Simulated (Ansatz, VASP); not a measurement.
# Lu in VASP and in Ansatz

```xyz
1
Lattice="-1.9541 1.9541 1.9541 1.9541 -1.9541 1.9541 1.9541 1.9541 -1.9541" Properties=species:S:1:pos:R:3 pbc="T T T"
Lu    0.0000    0.0000    0.0000
```

This isn't the form of Lu at room conditions, which is hcp.

Alike in both runs: functional PBE; dispersion D4; k mesh 10 × 10 × 10; occupations fermi-dirac, width 0.1 eV; collinear spin.

```csv
,VASP,Ansatz
version,VASP 6.6.1,Ansatz 0.2.0
potentials or method,"VASP PAW PBE potentials, release 64 (Lu)",SSSP precision PAW
plane-wave cutoff (eV),520,612
valence electrons in the cell,25,25
task,single point,band structure
```

```csv
,VASP,Ansatz,Ansatz less VASP
gap on the k mesh at the Fermi level (eV),none,none,-
pressure (GPa),-1.1,-1.2,-0.09
net moment per atom (μB),0.00,0.00,-0.001
dispersion energy (meV/atom),-177.9,-178.1,-0.14
```

A gap of «none» marks a metal or a gap that the smearing closes.

Caveats: spin-orbit coupling is left out, which moves the levels of the heavy elements; pairwise dispersion overbinds metals, which lowers pressure and volume; the starting moments weren't kept (Ansatz).
